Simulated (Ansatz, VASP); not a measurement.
## MoS2 in VASP and in Ansatz

The input INCAR:

```
SYSTEM = MoS2
PREC = Accurate
ENCUT = 520
EDIFF = 1E-7
ISMEAR = -1
SIGMA = 0.05
LREAL = .FALSE.
LASPH = .TRUE.
NELM = 60
ALGO = Normal
ISIF = 2
LWAVE = .FALSE.
LCHARG = .TRUE.
GGA = PE
LELF = .TRUE.
LVHAR = .TRUE.
NBANDS = 35
```

File KPOINTS:

```
Automatic mesh
0
G
  10 10 3
  0 0 0
```

The input POSCAR:

```
MoS2
1.0
    3.1899873666      0.0000000000      0.0000000000
   -1.5949936833      2.7626100972      0.0000000000
    0.0000000000      0.0000000000     12.4056182726
Mo S
2 4
Direct
    0.6666666667      0.3333333333      0.7500000000
    0.3333333333      0.6666666667      0.2500000000
    0.6666666667      0.3333333333      0.3770000000
    0.3333333333      0.6666666667      0.8770000000
    0.6666666667      0.3333333333      0.1230000000
    0.3333333333      0.6666666667      0.6230000000
```

The input input.yaml:

```yaml
crystal:
  lattice:
    - [3.1899873666, 0.0, 0.0]
    - [-1.5949936833, 2.7626100972, 0.0]
    - [0.0, 0.0, 12.4056182726]
  atoms:
    - { symbol: Mo, position: [0.6666666667, 0.3333333333, 0.75] }
    - { symbol: Mo, position: [0.3333333333, 0.6666666667, 0.25] }
    - { symbol: S, position: [0.6666666667, 0.3333333333, 0.377] }
    - { symbol: S, position: [0.3333333333, 0.6666666667, 0.877] }
    - { symbol: S, position: [0.6666666667, 0.3333333333, 0.123] }
    - { symbol: S, position: [0.3333333333, 0.6666666667, 0.623] }
hamiltonian:
  xc: pbe
  pseudopotentials: { kind: nc, source: spms }
kpoints:
  mp_grid: { grid: [10, 10, 3] }
scf:
  occupations: { method: fermi_dirac, width: 0.05 }
output:
  forces: true
  stress: true
  eigenvalues: true
```

Alike in both runs: task single point; functional PBE; k mesh 10 × 10 × 3; occupations fermi-dirac, width 0.05 eV; no spin polarisation.

|  | VASP | Ansatz |
| --- | --- | --- |
| version | VASP 6.6.1 | Ansatz 0.2.0 |
| potentials or method | VASP PAW PBE potentials, release 64 (Mo_sv, S) | SPMS NC |
| plane-wave cutoff (eV) | 520 | 626 |
| valence electrons in the cell | 52 | 52 |

Ansatz gave:

| Item | Value |
| --- | --- |
| gap on the k mesh at the Fermi level (eV) | 0.94 |
| least direct gap on the mesh (eV) | 1.82 |
| pressure (GPa) | -0.8 |
| largest component of the traceless stress (GPa) | 0.07 |
| rms of the force components (eV/Å) | 0.170 |

Problem. Estimate VASP's values.

Solution. gap on the k mesh at the Fermi level (eV): 0.96; least direct gap on the mesh (eV): 1.82; pressure (GPa): -1.0; largest component of the traceless stress (GPa): 0.02; rms of the force components (eV/Å): 0.180.

Atom by atom the forces differ by 0.010 eV/Å (rms over components). With one functional, cell and mesh, what is left measures potentials, basis and numerics.

Caveats: this functional lacks dispersion, which binds the layers, so the pressure and a relaxed spacing across them are unreliable; an odd mesh through Γ misses points on the zone boundary, where band edges often lie (VASP); odd divisions of the mesh miss points on the zone boundary, where band edges often lie, so the gap on the mesh can be too wide (Ansatz). PBE gaps usually lie below the measured ones, often by a third to a half.
